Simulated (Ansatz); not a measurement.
## How fast does Si move in Si?

Level of theory: Ansatz 0.2.0, DFT PBEsol, scalar-relativistic, plane waves, PAW. Settings: 420 eV cutoff, 2×2×2 k-mesh, shifted by half a step, Gaussian smearing of 0.02 eV, no spin polarisation.

Host crystal, relaxed:

```cif
data_structure
_symmetry_space_group_name_H-M 'P 1'
_symmetry_Int_Tables_number 1
_cell_length_a 3.8423
_cell_length_b 3.8423
_cell_length_c 3.8423
_cell_angle_alpha 60.000
_cell_angle_beta 60.000
_cell_angle_gamma 60.000
_cell_volume 40.11
loop_
_atom_site_label
_atom_site_type_symbol
_atom_site_fract_x
_atom_site_fract_y
_atom_site_fract_z
_atom_site_occupancy
Si1 Si 0.75000 0.75000 0.75000 1
Si2 Si 0.50000 0.50000 0.50000 1
```

In a supercell of 32 host sites with charge +2, Si trades places with a neighbouring Si vacancy, moving 2.45 Å. Climbing-image nudged elastic band at fixed cell; the order of the saddle wasn't checked, and the small cell leaves errors of about a tenth of an eV.

```
image path (Å) E − E(0) (eV)
    0      0.00          0.000
    1      0.46          0.069
    2      0.92          0.374
    3      1.39          0.655
    4      1.85          0.374
    5      2.31          0.069
    6      2.77          0.000
```

What are the barriers forward and back, and what attempt frequency does the shape suggest?

Forward 0.66 eV, back 0.66 eV, the ends being level. For a sinusoidal profile E_b sin²(πx/l), with the Si atom alone moving, ν = (1/l)√(E_b/2m) = 4.3×10¹² s⁻¹, within an order of magnitude of the customary 10¹³ s⁻¹; a true prefactor needs the vibrations at the minimum and at the saddle.

With ν = 10¹³ s⁻¹, how often does the exchange happen at 300, 600 and 1000 K once atom and vacancy are neighbours, taking the host as solid throughout? Does that give the diffusivity?

k = ν exp(−E_b/k_BT):
```json
{"T (K)": "300", "k (1/s)": "99", "wait (s)": "0.010"}
{"T (K)": "600", "k (1/s)": "3.1×10⁷", "wait (s)": "3.2×10⁻⁸"}
{"T (K)": "1000", "k (1/s)": "5.0×10⁹", "wait (s)": "2.0×10⁻¹⁰"}
```

No. The atom can jump only when a vacancy is beside it, so where vacancies are thermal the activation energy of diffusion adds the vacancy's formation energy; where doping, quenching or off-stoichiometry fixes their number, it doesn't. And repeated exchanges only swap the two back and forth: Si gets on when the vacancy moves round it by other jumps, which the correlation factor counts. An error of 0.1 eV in the barrier changes k by a factor of 48 at 300 K and 3.2 at 1000 K.

Cost: 1 run of about 14 core-minutes, on Intel Xeon Processor @ 2.50GHz (Skylake/Cascade Lake) (shared hosts).